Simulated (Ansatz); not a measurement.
# SiO2: gradients before and after relaxing the atoms

Start: a computed structure from the Materials Project (it need not be an observed phase), atoms as given.

```cif
data_SiO2
_symmetry_space_group_name_H-M 'P2_13'
_symmetry_Int_Tables_number 198
_cell_length_a 7.0818
_cell_length_b 7.0818
_cell_length_c 7.0818
_cell_angle_alpha 90.000
_cell_angle_beta 90.000
_cell_angle_gamma 90.000
loop_
_atom_site_label
_atom_site_type_symbol
_atom_site_symmetry_multiplicity
_atom_site_Wyckoff_symbol
_atom_site_fract_x
_atom_site_fract_y
_atom_site_fract_z
Si1 Si 4 a 0.9780 0.5220 0.4780
Si5 Si 4 a 0.7168 0.7832 0.2168
O9 O 12 b 0.8608 0.3365 0.5394
O17 O 4 a 0.1524 0.1524 0.1524
```

One atom of each set is listed.

The numbers come from a DFT calculation in Ansatz (PBE, plane waves and PAW (field gradients read without the response of the frozen cores, which leaves them typically 4 to 6 % off), scalar-relativistic, 420 eV cutoff, Γ-centred 3×3×3 k-points, Fermi–Dirac smearing 0.02 eV).

The largest force at the start is 0.29 eV/Å. Relaxing the ions at fixed cell moves them by 0.054 Å at most (atom 10, O) and 0.042 Å rms.

```
site  moved (Å)          first shell before                first shell after  V_zz before (10²¹ V/m²)  η before
 Si1      0.010          4 O at 1.60–1.61 Å               4 O at 1.61–1.63 Å                    -0.23      0.00
 Si5      0.032          4 O at 1.60–1.61 Å               4 O at 1.61–1.62 Å                     0.50      0.00
  O9      0.054  2 Si at 1.61 Å, angle 144°  2 Si at 1.62–1.63 Å, angle 142°                     9.57      0.18
 O17      0.021  2 Si at 1.60 Å, angle 180°       2 Si at 1.61 Å, angle 180°                    10.56      0.00
```

Q: How do the gradients change?

A: 

```json
{"site": "Si1", "V_zz after": "-0.15", "η after": "0.00", "change of V_zz": "+0.08"}
{"site": "Si5", "V_zz after": "0.47", "η after": "0.00", "change of V_zz": "-0.03"}
{"site": "O9", "V_zz after": "9.72", "η after": "0.22", "change of V_zz": "+0.15"}
{"site": "O17", "V_zz after": "10.92", "η after": "0.00", "change of V_zz": "+0.36"}
```

The largest change of V_zz is on O17, from 10.56 to 10.92. In per cent, |V_zz| changes by +2 to +3 on O (all sites that start above 0.5).
